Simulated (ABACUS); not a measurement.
Crystal: MgO.

```
Mg O
1.0
     0.00000    2.09700    2.09700
     2.09700    0.00000    2.09700
     2.09700    2.09700    0.00000
Mg O
1 1
Direct
  0.00000 0.00000 0.00000
  0.50000 0.50000 0.50000
```

The cell is a database's computed one.

Program: ABACUS 3.10.1. Alike in all runs: task single point; potentials or basis SG15 ONCV 1.2 PBE, DZP LCAO (the cutoffs set its grid); no spin polarisation; cell as given; k mesh 5 × 5 × 5; cutoff (eV) 1361; smearing fermi-dirac 0.05 eV; the mesh is coarse, so values aren't converged.

Question: Order these runs on this cell by their band gap on the k mesh, lowest first.
A. level HSE-type (share 0.1, screening 0.11/bohr); share of exact exchange 0.1; screening of the exchange 0.11 1/bohr; threshold of the auxiliary basis 0.001
B. level PBE
C. level HSE-type (share 0.25, screening 0.11/bohr); share of exact exchange 0.25; screening of the exchange 0.11 1/bohr; threshold of the auxiliary basis 0.001

Answer: B (4.86 eV), A (5.51 eV), C (6.51 eV).

Caveats: all runs use coarse meshes; the atomic orbitals were generated for these runs and aren't a published set; the basis of atomic orbitals isn't converged, which shifts pressures, moduli and gaps; gaps of hybrids in this basis differ from plane-wave ones by up to 0.1 eV (some runs).
